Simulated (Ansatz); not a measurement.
# Si (Fd-3m) under several functionals

Plane-wave DFT in Ansatz with scalar-relativistic PAW potentials. The same structure was relaxed (cell and atoms, symmetry kept) in separate runs at each level. No spin polarisation.

```tsv
level	cutoff (eV)	k mesh	V (Å³/atom)	a (Å)	gap (eV)
LDA	420	12×12×12	19.704	5.402	0.44
PBEsol	420	12×12×12	20.055	5.434	0.46
r2SCAN	500	8×8×8	20.165	5.444	0.81
```

Problem. Where does PBE (420 eV, k mesh 8×8×8) fall?

Solution. V (Å³/atom) 20.459, a (Å) 5.470, gap (eV) 0.65. Its volume is the largest of the set. The usual order of volumes, LDA < PBEsol < PBE, holds here (19.704, 20.055, 20.459 Å³/atom). As a rule LDA overbinds; PBEsol, built on the gradient expansion of slowly varying densities, lies between LDA and PBE; PBE's stronger gradient term for exchange weakens bonds. r2SCAN lies 1.4 % under PBE in volume. Each gap belongs to its own cell, so it mixes the functional's effect with that of the volume; gaps are the least found on the k mesh or on a band path.

Cost: 4 runs of about 0.51 core-minutes in all, on Intel Xeon Processor @ 2.10GHz (Emerald Rapids), Intel Xeon Processor @ 2.50GHz (Skylake/Cascade Lake), AMD EPYC (Zen 3) (shared hosts).